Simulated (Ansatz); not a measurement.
Runs of Ansatz 0.2.0 on TiAl. The structure is cubic, space group Pm-3m (No. 221). Conventional cell: a = 3.179 Å, b = 3.179 Å, c = 3.179 Å, α = 90.00°, β = 90.00°, γ = 90.00°. Around Ti (site symmetry m-3m) lie 8 Al at 2.75 Å. Around Al (site symmetry m-3m) lie 8 Ti at 2.75 Å. The cell comes from a database or a generator and needn't be the stable form of this composition.

```tsv
task	level	k mesh	cutoff (eV)	smearing	broadening	mesh quality	gap on the mesh (eV)	pressure (GPa)
electrostatic potential	r2SCAN50	6 × 6 × 6	500	fermi-dirac 0.15 eV	-	not flagged	none	(a)
single point	PBE0+D3(BJ)-ATM	5 × 5 × 5	420	fermi-dirac 0.05 eV	-	coarse	none	-7.1
ladder of functionals	rPW86-PBE	8 × 8 × 8	420	gaussian 0.01 eV	-	not flagged	none	1.8
optical spectrum	exchange-only PBE+D4	8 × 8 × 8	420	cold 0.025 eV	0.05 eV	not flagged	none	-
```

Alike in all rows: potentials or basis Ansatz PAW; no spin polarisation; cell as given.

Task: Fill in the values left out.

Result: (a) -4.8.

Caveats: some runs use coarse meshes; the PAW data sets come from PBE, with cores solved anew for the run's functional, which leaves a small shift of forces and pressure; the thresholds are loose for stress (some runs); pairwise dispersion overbinds metals, which lowers pressure and volume (some runs); spectra need much finer meshes, so this one isn't converged (some runs); independent-particle spectra lack excitons (some runs); the intraband (Drude) part of a metal's response may be missing (some runs); the dispersion damping was fitted for another functional or another form of the correction (some runs).

A gap of «none» marks a metal or a gap under the smearing width.

Runs at the PBE level aren't shown here.
